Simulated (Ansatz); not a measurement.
Input and output of a single-point calculation on SrTiO₃ built on the cubic perovskite prototype (Ansatz, HSE06). The cell was relaxed with r2SCAN and then strained (isotropic +2.0 % on every length), with the atoms relaxed again with r2SCAN; k points keep the names of the unstrained zone.

The input:
```yaml
crystal:
  lattice:
    - [3.9849885316, 0.0, 0.0]
    - [0.0, 3.9849885316, 0.0]
    - [0.0, 0.0, 3.9849885316]
  atoms:
    - { symbol: Sr, position: [0.0, 0.0, 0.0] }
    - { symbol: Ti, position: [0.5, 0.5, 0.5] }
    - { symbol: O, position: [0.5, 0.5, 0.0] }
    - { symbol: O, position: [0.5, 0.0, 0.5] }
    - { symbol: O, position: [0.0, 0.5, 0.5] }
kpoints:
  mp_grid: { grid: [4, 4, 4] }
  band_path:
    path: [[0.0, 0.0, 0.0], [0.0, 0.5, 0.0], [0.5, 0.5, 0.0], [0.5, 0.5, 0.5]]
    npoints: 1
hamiltonian:
  xc: hse06
scf:
  occupations: { method: fixed }
  n_extra_bands: 5
output:
  forces: true
  stress: true
  eigenvalues: true
  write_density: true
  write_potential: true
  elf: true
  volumetric_format: npy
```

**Question.** It ran on 1 × NVIDIA H100 80GB HBM3 with 2 threads of AMD EPYC 7R13 Processor (Zen 3), on a shared host, load about 1.9 per core. About how long did it take, and how much host memory at the peak?

**Answer.** About 39 s, with a peak of 1.7 GiB.

**Question.** Predict the output.

**Answer.** What the program printed (shortened):
```
scf.n_extra_bands = 5 over 20 filled bands (N_el = 40.0): the run solves 25 bands
Functional definition: HSE06
Crystal: 5 atoms, lattice volume = 63.282 Å³
Basis set: ecut = 420 eV, 1237 PW (Γ)
Symmetry: 48 space group operations
Space group: Pm-3m (ITA 221)
k-points: 10 of 64
[warm-up without exact exchange]
SCF 1 stopped early in 2 iterations: F = -7754.433695 eV  dr2 = 4.64e-5
[exact exchange on]
Exchange kernel: α = 0.2500, screened, ω = 0.2079 Å⁻¹, Wigner–Seitz truncation, v(0) = 1034.4683 eV·Å³, q-mesh 4×4×4
preconditioner: auto → none  [insulator: Δε(μ)=4.042 eV  ℏωp=25.6 eV]
SCF 2 stopped early in 7 iterations: F = -7756.027204 eV  dr2 = 1.88e-6
hybrid outer 1: dexx = +3.019e-2 eV, tail = 1.00e-4 eV
SCF 3 converged in 4 iterations: F = -7756.026296 eV  dr2 = 1.17e-8
hybrid outer 2: dexx = +2.928e-6 eV, tail = 9.44e-8 eV, Δε = 5.43e-3 eV
SCF 4 converged in 2 iterations: F = -7756.026295 eV  dr2 = 4.04e-9
hybrid outer 3: dexx = +2.578e-9 eV, tail = 9.17e-9 eV, Δε = 3.16e-4 eV, ΔF = 1.57e-27 eV/Å
hybrid SCF converged: 3 outer / 13 inner (+2 warm-up)
Free energy (F): -7756.026295 eV
Fermi energy:    8.156475 eV
--- Per-component energies (eV) ---
  E_band       = -324.684505
  E_kinetic    = 1043.358588
  E_local      = -2447.665089
  E_nonlocal   = 340.219076
  E_hartree    = 850.486586
  E_xc         = -396.934259
  E_vxc        = -454.362874
  E_exx        = -121.103955
  E_paw        = -4190.504094
  E_vpaw       = -265.005490
  E_ewald      = -2833.266686
  E_core_change = -0.623933
--- Stress (GPa, compression-positive) ---
      -11.453737       0.000000       0.000000
        0.000000     -11.453737       0.000000
        0.000000       0.000000     -11.453737
  P = ⅓ Tr σ = -11.4537 GPa (-114.537 kbar)
--- Band table (eV; the first three rows and the last of 10) ---
  k-point 0: bands = […, 6.9947, 6.9947, 6.9947, 7.7566, 7.7566, 7.7566, 11.3233, 11.3233, 11.3233, 13.4193, …]
  k-point 1: bands = […, 6.3929, 6.3929, 6.4467, 6.6090, 7.5157, 7.5157, 11.3990, 12.3412, 12.3412, 13.4245, …]
  k-point 2: bands = […, 5.6270, 5.8102, 5.8102, 6.2694, 7.3745, 7.3745, 11.4781, 13.2288, 13.2288, 13.4290, …]
  k-point 9: bands = […, 4.3123, 4.3123, 4.3123, 8.1565, 8.1565, 8.1565, 13.9729, 13.9729, 13.9729, 16.5776, …]
```
The trailing digits, and the zero of the energies, depend on the potentials and thresholds.

The rows of the band table are 0: (0, 0, 0) = Γ, 1: (0, 0, 1/4), 2: (0, 0, -1/2) = X, 9: (-1/2, -1/2, -1/2) = R.

Levels at the listed points, from bands.tsv (eV from the Fermi energy, bands near the gap, counted from 0):
```tsv
# k_distance	band_15	band_16	band_17	band_18	band_19	band_20	band_21	band_22	band_23
# fermi_ev = 8.156475
# [0, 0, 0] at k_distance = 0.000000
# [0, 0.5, 0] at k_distance = 0.788357
# [0.5, 0.5, 0] at k_distance = 1.576714
# [0.5, 0.5, 0.5] at k_distance = 2.365070
# levels_relative_to = fermi_ev
0.000	-1.162	-1.162	-0.400	-0.400	-0.400	3.167	3.167	3.167	5.263
0.788	-2.346	-2.346	-1.887	-0.782	-0.782	3.322	5.072	5.072	5.272
1.577	-2.788	-1.971	-1.628	-1.628	-0.078	5.087	5.087	5.627	6.248
2.365	-3.844	-3.844	0.000	0.000	0.000	5.816	5.816	5.816	8.421
```
In order the rows are Γ, X, M, R.

Planar averages along the third cell vector, from rho_z.tsv and v_z.tsv (valence density with its augmentation; electrostatic potential energy of an electron, of which only differences have a meaning):
```tsv
z (Å)	ρ (e/Å³)	v_es (eV)
0.00	0.835	-5.74
0.30	0.695	-1.88
0.44	0.545	1.91
0.74	0.275	8.46
1.03	0.189	9.93
1.33	0.362	7.89
1.48	0.613	5.08
1.77	1.315	-0.02
2.07	1.524	-1.31
2.36	0.967	2.23
2.51	0.613	5.08
2.80	0.232	9.42
3.10	0.206	9.69
3.39	0.393	5.76
3.54	0.545	1.91
3.84	0.799	-4.71
```

With HSE06 the valence top lies at R and the conduction bottom at Γ, 3.17 eV higher; the smallest vertical gap, at Γ, is 3.57 eV. The gap is the least over the mesh and the extra points. The mean pressure is -11.5 GPa (compression positive), so HSE06 would shrink the cell's volume. The stress of a hybrid is loosely converged here.

The values are computed, spin-unpolarised, and not measurements.

The meshes of the hybrids are coarse, so their gaps aren't converged to the digits shown.
